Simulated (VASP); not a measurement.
# Al (Fm-3m) in VASP: a series of runs

One crystal, Al, is run at these levels: LDA; tasks: relaxation of cell and atoms.

Program: VASP 6.6.1. These are calculated values, not measurements. Logs are shortened: lines on timing, memory, paths and dates and some standing lists are left out, and cuts for length are marked.

### Step 1. The structure

The structure is cubic, space group Fm-3m (No. 225). Conventional cell: a = 4.050 Å, b = 4.050 Å, c = 4.050 Å, α = 90.00°, β = 90.00°, γ = 90.00°. Al (site symmetry m-3m) is surrounded by 12 Al at 2.86 Å.

### Step 2. Relaxation of cell and atoms, LDA

INCAR reads:

```
ALGO     = Normal         # electronic algorithm
EDIFF    = 1E-7           # SCF threshold, eV
EDIFFG   = -0.002         # ionic threshold
ENCUT    = 350            # plane-wave cutoff, eV
GGA      = CA             # functional
IBRION   = 2              # ionic algorithm
ISIF     = 3              # what is computed and relaxed
ISMEAR   = 0              # smearing method
LASPH    = True           # aspherical terms in the spheres
LCHARG   = False          # write CHGCAR
LREAL    = False          # projectors in reciprocal space
LWAVE    = False          # write WAVECAR
NELM     = 100            # most SCF steps
NSW      = 80             # ionic steps
PREC     = Accurate       # precision mode
SIGMA    = 0.1            # smearing width, eV
```

KPOINTS reads:

```
k-points
0
Gamma
  10 10 10
```

POSCAR reads:

```
Al
1.0
    0.0000000000      2.0248050000      2.0248050000
    2.0248050000      0.0000000000      2.0248050000
    2.0248050000      2.0248050000      0.0000000000
Al
1
Direct
    0.0000000000      0.0000000000      0.0000000000
```

Potentials or basis: VASP PAW LDA potentials, release 64 (Al).

Launch:

```console
> cat potpaw_LDA.64/Al/POTCAR > POTCAR
> mpirun -np 1 vasp_std > vasp.out
```

OUTCAR:

```text
EDIFF = 1E-7
   EDIFFG = -0.002
   ENCUT = 350
   GGA = CA
   IBRION = 2
   ISIF = 3
   ISMEAR = 0
   LASPH = True
   LREAL = False
   NELM = 100
   NSW = 80
   PREC = Accurate

 ion  position               nearest neighbor table
   1  0.000  0.000  0.000-

  LATTYP: Found a face centered cubic cell.
 ALAT       =     4.0496100000

  Lattice vectors:

 A1 = (   0.0000000000,   2.0248050000,   2.0248050000)
 A2 = (   2.0248050000,   0.0000000000,   2.0248050000)
 A3 = (   2.0248050000,   2.0248050000,   0.0000000000)

Analysis of symmetry for initial positions (statically):
=====================================================================
 Subroutine PRICEL returns:
 Original cell was already a primitive cell.

 Routine SETGRP: Setting up the symmetry group for a
 face centered cubic supercell.

 Subroutine GETGRP returns: Found 48 space group operations
 (whereof 48 operations were pure point group operations)
 out of a pool of 48 trial point group operations.

The static configuration has the point symmetry O_h .

Analysis of symmetry for dynamics (positions and initial velocities):
=====================================================================
 Subroutine PRICEL returns:
 Original cell was already a primitive cell.

 Routine SETGRP: Setting up the symmetry group for a
 face centered cubic supercell.

 Subroutine GETGRP returns: Found 48 space group operations
 (whereof 48 operations were pure point group operations)
 out of a pool of 48 trial point group operations.

The dynamic configuration has the point symmetry O_h .

 Subroutine INISYM returns: Found 48 space group operations
 (whereof 48 operations are pure point group operations),
 and found     1 'primitive' translations

----------------------------------------------------------------------------------------

                                     Primitive cell

  volume of cell :      16.6027

  direct lattice vectors                    reciprocal lattice vectors
     0.000000000  2.024805000  2.024805000    -0.246937359  0.246937359  0.246937359
     2.024805000  0.000000000  2.024805000     0.246937359 -0.246937359  0.246937359
     2.024805000  2.024805000  0.000000000     0.246937359  0.246937359 -0.246937359

  length of vectors
     2.863506692  2.863506692  2.863506692     0.427708053  0.427708053  0.427708053

  position of ions in fractional coordinates (direct lattice)
     0.000000000  0.000000000  0.000000000

  ion indices of the primitive-cell ions
   primitive index   ion index
                 1           1

----------------------------------------------------------------------------------------

 KPOINTS: k-points

Automatic generation of k-mesh.
 Grid dimensions read from file:
 generate k-points for:   10   10   10

 Generating k-lattice:

  Cartesian coordinates                     Fractional coordinates (reciprocal lattice)
    -0.024693736  0.024693736  0.024693736     0.100000000  0.000000000  0.000000000
     0.024693736 -0.024693736  0.024693736     0.000000000  0.100000000  0.000000000
     0.024693736  0.024693736 -0.024693736     0.000000000  0.000000000  0.100000000

  Length of vectors
     0.042770805  0.042770805  0.042770805

  Shift w.r.t. Gamma in fractional coordinates (k-lattice)
     0.000000000  0.000000000  0.000000000

 Subroutine IBZKPT returns following result:
 ===========================================

 Found     47 irreducible k-points:

 Following reciprocal coordinates:
            Coordinates               Weight
  0.000000  0.000000  0.000000      1.000000
  0.100000  0.000000  0.000000      8.000000
  0.200000  0.000000  0.000000      8.000000
  0.300000  0.000000  0.000000      8.000000
  0.400000  0.000000  0.000000      8.000000
  0.500000  0.000000  0.000000      4.000000
[... 16 lines left out ...]
  0.300000  0.300000  0.000000      6.000000
  0.400000  0.300000  0.000000     24.000000
 [... further k-points ...]
   k-points           NKPTS =     47   k-points in BZ     NKDIM =     47   number of bands    NBANDS=      5
   number of dos      NEDOS =    301   number of ions     NIONS =      1
   total plane-waves  NPLWV =   5832
   dimension x,y,z NGX =    18 NGY =   18 NGZ =   18
   dimension x,y,z NGXF=    36 NGYF=   36 NGZF=   36
   ions per type =               1
   NGX,Y,Z   is equivalent  to a cutoff of  10.45, 10.45, 10.45 a.u.
   NGXF,Y,Z  is equivalent  to a cutoff of  20.90, 20.90, 20.90 a.u.
 SYSTEM =  unknown system
   PREC   = accura    normal or accurate (medium, high low for compatibility)
   ISTART =      0    job   : 0-new  1-cont  2-samecut
   ICHARG =      2    charge: 1-file 2-atom 10-const
   ISPIN  =      1    spin polarized calculation?
   LNONCOLLINEAR =      F non collinear calculations
   LSORBIT =      F    spin-orbit coupling
   LASPH  =      T    aspherical Exc in radial PAW
   ENCUT  =  350.0 eV  25.72 Ry    5.07 a.u.   4.37  4.37  4.37*2*pi/ulx,y,z
   NELM   =    100;   NELMIN=  2; NELMDL= -5     # of ELM steps
   EDIFF  = 0.1E-06   stopping-criterion for ELM
   LREAL  =      F    real-space projection
   EDIFFG = -.2E-02   stopping-criterion for IOM
   NSW    =     80    number of steps for IOM
   IBRION =      2    ionic relax: 0-MD 1-quasi-New 2-CG
   NFREE  =      1    steps in history (QN), initial steepest desc. (CG)
   ISIF   =      3    stress and relaxation
   ISYM   =      2    0-nonsym 1-usesym 2-fastsym
   POTIM  = 0.5000    time-step for ionic-motion
   TEBEG  =    0.0;   TEEND  =   0.0 temperature during run
   PSTRESS=    0.0 pullay stress
   NELECT =       3.0000    total number of electrons
   NUPDOWN=      -1.0000    fix difference up-down
   EMIN   =  10.00;   EMAX   =-10.00  energy-range for DOS
   EFERMI =   0.00;   METHOD = LEGACY
   ISMEAR =     0;   SIGMA  =   0.10  broadening in eV -4-tet -1-fermi 0-gaus
   EFERMI_NEDOS =   21; number of points for ismear=-14 and -15
   IALGO  =     38    algorithm
   IMIX   =      4    mixing-type and parameters
     AMIX     =   0.40;   BMIX     =  1.00
     AMIX_MAG =   1.60;   BMIX_MAG =  1.00
  volume/ion in A,a.u.               =      16.60       112.04
  Fermi-wavevector in a.u.,A,eV,Ry     =   0.925526  1.748991 11.654733  0.856599
  Thomas-Fermi vector in A             =   2.051390
   LORBIT       =      0    0 simple, 1 ext, 2 COOP (PROOUT), +10 PAW based schemes
   GGA     = CA    functional components
   LHFCALC =     F    Hartree Fock is set to
   AEXX    =    0.0000 exact exchange contribution
   IVDW    =     0    specifies the selected vdW correction
   LEPSILON=     F    determine dielectric tensor
   LRPA    =     F    only Hartree local field effects (RPA)
 conjugate gradient relaxation of ions
 non-spin polarized calculation
 Gauss-broadening in eV      SIGMA  =   0.10
  energy-cutoff  :      350.00
  volume of cell :       16.60
 maximum number of plane-waves:       262
 NGX is ok and might be reduce to    18
   NGX =  9   NGY =  9   NGZ =  9

--------------------------------------- Ionic step        1  -------------------------------------------

 number of electron       3.0000000 magnetization

 Free energy of the ion-electron system (eV)
  ---------------------------------------------------
  ext. energy  EPLUGINS =         0.00000000
  ---------------------------------------------------
  free energy    TOTEN  =        -4.16343400 eV

  energy without entropy =       -4.15787629  energy(sigma->0) =       -4.16065515

------------------------ aborting loop because EDIFF is reached ----------------------------------------

  FORCE on cell =-STRESS in cart. coord.  units (eV):
  Direction    XX          YY          ZZ          XY          YZ          ZX
  --------------------------------------------------------------------------------------
  -------------------------------------------------------------------------------------
  Total       -0.3679613     -0.3679613     -0.3679613     -0.0000000     -0.0000000     -0.0000000
  in kB      -35.5085667    -35.5085667    -35.5085667     -0.0000000     -0.0000000     -0.0000000
  external PRESSURE =     -35.5085667 kB  Pullay stress =       0.0000000 kB
[... 55 lines left out ...]
  energy  without entropy=       -4.1690269706  energy(sigma->0) =       -4.17122979

--------------------------------------- Ionic step        3  -------------------------------------------

 number of electron       3.0000000 magnetization

 Free energy of the ion-electron system (eV)
  ---------------------------------------------------
  ext. energy  EPLUGINS =         0.00000000
  ---------------------------------------------------
  free energy    TOTEN  =        -4.17343821 eV

  energy without entropy =       -4.16899624  energy(sigma->0) =       -4.17121722

 E-fermi :   8.4055     XC(G=0): -10.5173

 val. band max:        8.3916982542   @ k =  -0.4000   0.4000   0.0000
 cond. band min:       8.5002777598   @ k =  -0.3000   0.2000   0.0000
 fundamental gap:      0.1085795056
 Fermi energy:         8.4054715525

 k-point     1 :       0.0000    0.0000    0.0000
  band No.  band energies     occupation
      1      -3.1434      2.00000
      2      21.1068      0.00000
      3      21.1068      0.00000
      4      21.1068      0.00000
      5      22.7838      0.00000

 k-point     2 :       0.1000    0.0000    0.0000
  band No.  band energies     occupation
      1      -2.8639      2.00000
      2      17.8078      0.00000
      3      20.4146      0.00000
      4      20.4146      0.00000
      5      23.4479      0.00000
[... 169 lines left out ...]
 k-point    24 :       0.4000    0.3000    0.0000
  band No.  band energies     occupation
      1       1.5259      2.00000
      2      11.7775      0.00000
      3      12.2723      0.00000
      4      14.8928      0.00000
      5      16.2075      0.00000

 [... further k-points ...]

------------------------ aborting loop because EDIFF is reached ----------------------------------------

  FORCE on cell =-STRESS in cart. coord.  units (eV):
  Direction    XX          YY          ZZ          XY          YZ          ZX
  --------------------------------------------------------------------------------------
  -------------------------------------------------------------------------------------
  Total        0.0001122      0.0001122      0.0001122      0.0000000     -0.0000000     -0.0000000
  in kB        0.0114146      0.0114146      0.0114146      0.0000000     -0.0000000     -0.0000000
  external PRESSURE =       0.0114146 kB  Pullay stress =       0.0000000 kB
[... 16 lines left out ...]
  FREE ENERGIE OF THE ION-ELECTRON SYSTEM (eV)
  ---------------------------------------------------
  free  energy   TOTEN  =        -4.1734382096 eV

  energy  without entropy=       -4.1689962379  energy(sigma->0) =       -4.17121722

 reached required accuracy - stopping structural energy minimisation
```

It took 7.5 s on 1 thread of AMD EPYC 7R43 (Zen 3), shared host; peak memory 0.07 GiB.

What came out:

```yaml
Free_energy: -4.1734 eV
Relaxed_volume: 15.75 Å³/atom
Relaxed_cell: a = 2.814 Å, b = 2.814 Å, c = 2.814 Å, α = 60.00°, β = 60.00°, γ = 60.00°
Space_group_after_relaxing_to_0.05_Å: Fm-3m (No. 225)
Energy_gained_by_relaxing: 10.0 meV/atom
Ionic_steps: 3
Pressure_after_relaxing: 0.0 GPa
Band_gap_on_the_k_mesh: none (metal or under the smearing width)
```

Step by step:
```
step  energy change (eV)  largest force (eV/Å)  pressure (GPa)  volume (Å³)
   1              0.0000                0.0000           -3.55        16.60
   2             -0.0100                0.0000            0.09        15.73
   3             -0.0100                0.0000            0.00        15.75
```

Final structure:
```yaml
crystal:
  lattice:
    - [0.00000, 1.98965, 1.98965]
    - [1.98965, 0.00000, 1.98965]
    - [1.98965, 1.98965, 0.00000]
  atoms:
    - { symbol: Al, position: [0.00000, 0.00000, 0.00000] }
```

LDA usually gives volumes a few per cent too small. Zero-point motion and thermal expansion aren't in these numbers.

### Step 3. Relaxation of cell and atoms, LDA

This run uses another cell than the first one, of 15.75 Å³/atom, 0.949 times its volume.

INCAR is that of step 2.

KPOINTS is that of step 2.

POSCAR reads:

```
Al                                      
1.0
   -0.0000000000      1.9896472619      1.9896472619
    1.9896472619     -0.0000000000      1.9896472619
    1.9896472619      1.9896472619     -0.0000000000
  Al            
     1
Direct
     0.0000000000000000    0.0000000000000000    0.0000000000000000
```

Potentials or basis: VASP PAW LDA potentials, release 64 (Al).

Launch:

```console
> cat potpaw_LDA.64/Al/POTCAR > POTCAR
> mpirun -np 1 vasp_std > vasp.out
```

Run time: 5.5 s. Hardware: 1 thread of AMD EPYC 7R43 (Zen 3), shared host; peak memory 0.07 GiB.

The run converged. Its results:

```yaml
Free_energy: -4.1731 eV
Pressure_after_relaxing: 0.0 GPa
Band_gap_on_the_k_mesh: none (metal or under the smearing width)
```

Final structure:
```
CELL_PARAMETERS angstrom
0.00000 1.98965 1.98965
1.98965 0.00000 1.98965
1.98965 1.98965 0.00000
ATOMIC_POSITIONS crystal
Al 0.00000 0.00000 0.00000
```

Levels at points of the mesh, in eV from the Fermi level:
| k point | band 1 | band 2 | band 3 | band 4 | band 5 |
| --- | --- | --- | --- | --- | --- |
| (0.00, 0.00, 0.00) | -11.55 | 12.70 | 12.70 | 12.70 | 14.38 |
| (0.50, 0.00, 0.00) | -4.86 | -4.58 | 11.53 | 11.53 | 11.61 |
| (0.50, 0.50, 0.00) | -3.14 | -1.75 | 5.18 | 5.63 | 5.63 |

Caveat: the relaxation stopped at its first step, so nothing moved.
